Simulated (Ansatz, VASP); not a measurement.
AlNi: VASP beside Ansatz

File INCAR:

```
PREC = Accurate
ENCUT = 520
EDIFF = 1E-7
ISMEAR = 0
SIGMA = 0.15
LREAL = False
LASPH = True
NELM = 100
ALGO = Fast
ISIF = 2
LWAVE = False
LCHARG = False
GGA = PE
NBANDS = 14
```

Contents of KPOINTS:

```
regular mesh
0
Gamma
  18 18 18
```

POSCAR

```
AlNi
1.0
    2.7111247992      0.0000000000      0.0000000000
    0.0000000000      2.7111247992      0.0000000000
    0.0000000000      0.0000000000      3.2533497590
Al Ni
1 1
Direct
    0.0000000000      0.0000000000      0.0000000000
    0.5000000000      0.5000000000      0.5000000000
```

Input for Ansatz:

```yaml
crystal:
  lattice:
    - [2.7111247992, 0.0, 0.0]
    - [0.0, 2.7111247992, 0.0]
    - [0.0, 0.0, 3.253349759]
  atoms:
    - { symbol: Al, position: [0.0, 0.0, 0.0] }
    - { symbol: Ni, position: [0.5, 0.5, 0.5] }
basis:
  ecutwfc: 420
kpoints:
  mp_grid: { grid: [18, 18, 18] }
hamiltonian:
  xc: pbe
scf:
  occupations: { method: gaussian, width: 0.15 }
output:
  forces: true
  stress: true
  eigenvalues: true
```

Alike in both runs: task single point; functional PBE; k mesh 18 × 18 × 18; occupations gaussian, width 0.15 eV; no spin polarisation.

```csv
,VASP,Ansatz
version,VASP 6.6.1,Ansatz 0.2.0
potentials or method,"VASP PAW PBE potentials, release 64 (Al, Ni)","scalar-relativistic, plane waves, PAW"
plane-wave cutoff (eV),520,420
valence electrons in the cell,13,21
```

```tsv
	VASP	Ansatz	Ansatz less VASP
gap on the k mesh at the Fermi level (eV)	none	none	-
pressure (GPa)	3.1	3.2	+0.02
largest component of the traceless stress (GPa)	5.71	5.53	-0.171
```

A gap of «none» marks a metal or a gap that the smearing closes. The functional is the same, so the differences come from potentials, cutoffs and numerics. The two sets of potentials don't hold the same shells in valence.

Spin polarisation is off, so any magnetic state and its effect on volume and gap are missing.
